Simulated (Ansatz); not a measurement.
# How far is PAW off for CdTe?

```
CELL_PARAMETERS angstrom
3.04472 -3.07384 0.00000
3.04472 3.07384 0.00000
0.00000 0.00000 6.04977
ATOMIC_POSITIONS crystal
Cd 0.27703 0.72297 0.75000
Cd 0.72297 0.27703 0.25000
Te 0.76614 0.23386 0.75000
Te 0.23386 0.76614 0.25000
```

Atom numbers follow the list: Cd1, Cd2, Te3, Te4.

The cell is the one relaxed in the Materials Project (mp-1066480), not relaxed further here; entries there can be hypothetical. The listed cell was then made from it by scaling, straining or moving an atom.

Spin–orbit coupling is left out, though it moves levels of the heavy atoms by tenths of an eV or more.

Levels of theory: DFT, PBEsol, PAW with Ansatz's default frozen-core files, scalar-relativistic (Ansatz 0.2.0); DFT, PBEsol, all-electron LAPW, scalar-relativistic (Ansatz 0.2.0).

For PAW: a Γ-centred 9×9×6 k mesh, Fermi–Dirac smearing of 0.05 eV, cutoff 420 eV, no spin polarisation; the PAW files were made with PBE, and the program remakes their frozen cores for this functional. LAPW targets a basis error of 1 meV/atom. The Ansatz runs share mesh, smearing and spin set-up. Plane-wave (PAW) pressures include the program's estimate of the Pulay term.

Stress and pressure are positive in compression.

The change that made this cell: volume scaled by 0.98.

PAW results:

```tsv
quantity	PAW
pressure (GPa)	-2.38
stress xx (GPa)	-2.50
stress yy (GPa)	-2.54
stress zz (GPa)	-2.10
force on Cd1, y (eV/Å)	0.044
force on Te3, y (eV/Å)	0.040
```

(1) What does all-electron LAPW give for the same quantities?

Answers

(1) 
```json
{"quantity": "pressure (GPa)", "LAPW": "-2.37"}
{"quantity": "stress xx (GPa)", "LAPW": "-2.48"}
{"quantity": "stress yy (GPa)", "LAPW": "-2.53"}
{"quantity": "stress zz (GPa)", "LAPW": "-2.09"}
{"quantity": "force on Cd1, y (eV/Å)", "LAPW": "0.044"}
{"quantity": "force on Te3, y (eV/Å)", "LAPW": "0.039"}
```
